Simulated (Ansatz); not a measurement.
**TiO₂: generalised stacking fault**

Computed with Ansatz, DFT PBE, scalar-relativistic, plane waves, PAW. Settings: plane waves to 420 eV, k-mesh 7×7×3 (Γ-centred), Gaussian smearing 0.05 eV. No spin polarisation. Energies are free energies at this smearing, counted from the undisturbed cell; pressure is positive in compression.

Reference structure (relaxed at this level):

```
Ti O
1.0
    -3.79922    0.00000    0.00000
     0.00000   -3.79922    0.00000
     0.00000    0.00000    9.69690
Ti O
4 8
Direct
  0.00000 0.00000 0.62500
  0.50000 0.50000 0.12500
  0.50000 0.00000 0.37500
  0.00000 0.50000 0.87500
  0.00000 0.00000 0.83151
  0.50000 0.50000 0.33151
  0.50000 0.00000 0.58151
  0.00000 0.50000 0.08151
  0.50000 0.00000 0.16849
  0.00000 0.50000 0.66849
  0.00000 0.00000 0.41849
  0.50000 0.50000 0.91849
```

The cut lies on the cell's a–b face, a (0 0 1) plane (indices in the standard cell, whose axes needn't be the Cartesian ones shown) of area 14.43 Å², between layers 1.58 Å apart. Vector c is tilted by f times 0·a + 1·b (length 3.799 Å) with the atoms' Cartesian places fixed: one unrelaxed fault a cell.

| f | γ (mJ/m²) | shear traction, the slope of γ along the slip (GPa) | gap on the mesh (eV) |
| --- | --- | --- | --- |
| 0.0000 | 0 | 0.0 | 2.12 |
| 0.1000 | ? | ? | 2.11 |
| 0.2000 | 397 | 12.0 | 2.04 |
| 0.3000 | 958 | 16.4 | 1.97 |
| 0.4000 | 1532 | 12.1 | 1.96 |
| 0.5000 | 1778 | 0.0 | 1.93 |

By symmetry 0.6000 repeats 0.4000, 0.8000 repeats 0.2000, 0.7000 repeats 0.3000, 0.9000 repeats 0.1000 in energy; the slope of the energy along the path changes sign there.

(1) Give the withheld values.

Answers

(1) γ (mJ/m²) at f = 0.1000: 82; shear traction, the slope of γ along the slip (GPa) at f = 0.1000: 4.8.

Cost: 6 runs of about 2.3 core-minutes in all, on Arm Neoverse V2 (shared hosts).